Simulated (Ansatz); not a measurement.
Set up this calculation in Ansatz 0.2.0, as the native input.

| Quantity | Value |
| --- | --- |
| Task | band structure |
| Functional | PBEsol |
| Potentials or basis | all-electron LAPW, scalar-relativistic |
| Cutoff | 273 eV (chosen from the basis error) |
| Basis error allowed | 0.001 eV/atom |
| k mesh | 11 × 11 × 6 |
| Occupations | fermi-dirac, width 0.05 eV |
| Spin | no spin polarisation |

The system is Pt.

```
CELL_PARAMETERS angstrom
2.76067 0.00000 0.00000
-1.38033 2.39081 0.00000
0.00000 0.00000 4.79213
ATOMIC_POSITIONS crystal
Pt 0.33333 0.66667 0.25000
Pt 0.66667 0.33333 0.75000
```

This isn't the form of Pt at room conditions, which is fcc.

These files were run (other wordings do the same):

input.yaml

```yaml
crystal:
  lattice:
    - [2.7606656158, 0.0, 0.0]
    - [-1.3803328079, 2.3908065546, 0.0]
    - [0.0, 0.0, 4.792134]
  atoms:
    - { symbol: Pt, position: [0.3333333333, 0.6666666667, 0.25] }
    - { symbol: Pt, position: [0.6666666667, 0.3333333333, 0.75] }
kpoints:
  mp_grid: { grid: [11, 11, 6] }
  band_path:
    path:
      - [0.0, 0.0, 0.0]
      - [0.5, 0.0, 0.0]
      - [0.3333333333, 0.3333333333, 0.0]
      - [0.0, 0.0, 0.0]
      - [0.0, 0.0, 0.5]
      - [0.5, 0.0, 0.5]
      - [0.3333333333, 0.3333333333, 0.5]
      - [0.0, 0.0, 0.5]
    npoints: 10
scf:
  occupations: { method: fermi_dirac, width: 0.05 }
hamiltonian:
  xc: pbesol
  pseudopotentials: { kind: all_electron, lapw: { basis_error: 0.001 } }
output:
  forces: true
  stress: true
  eigenvalues: true
```

Potentials or basis: all-electron LAPW, scalar-relativistic.

Command:

```bash
$ ansatz run input.yaml --threads 1 --pin off --max-ram 3072MiB --backend cpu --events-out ev --progress --plain --runs-dir out
```

It gave:

```yaml
Pressure: -10.7 GPa
Band_gap_along_the_path: none (metal or under the smearing width)
```

Caveat: spin-orbit coupling is left out, which moves the levels of the heavy elements.

Run time: 49 s on 1 thread of Arm Neoverse V1 (shared host), peak memory 0.43 GiB.
